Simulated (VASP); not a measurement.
In HgSe (zinc blende type) the Hg atom of the primitive cell, with all its periodic images, is moved by 0.06 Å along [111].

```
Hg Se
1.0
     0.00000    3.13500    3.13500
     3.13500    0.00000    3.13500
     3.13500    3.13500    0.00000
Hg Se
1 1
Direct
  0.00552 0.00552 0.00552
  0.25000 0.25000 0.25000
```

These are results of HSE06, plane waves, standard recommended PAW potentials (VASP 6.6.1), not measurements.

Cutoff 303 eV; orbitals from an earlier step on the same cell; potentials Hg Se; PREC = Accurate; HFSCREEN = 0.208; HFRCUT = 0; PRECFOCK = Normal; k-mesh 4×4×4 Γ-centred; Fermi–Dirac smearing of 0.1 eV; no spin polarisation; no spin–orbit coupling.

What force results?

The force on it along the displacement is -0.1685 eV/Å, a force constant of 2.81 eV/Å². A one-sided step along [111] also holds the cubic anharmonicity.

```csv
atom,Fx (eV/Å),Fy (eV/Å),Fz (eV/Å)
Hg1,-0.0973,-0.0973,-0.0973
Se2,0.0973,0.0973,0.0973
```

The k-mesh is coarse, so these values belong to this mesh and can lie far from the converged ones. Potentials made with PBE were used with another functional.
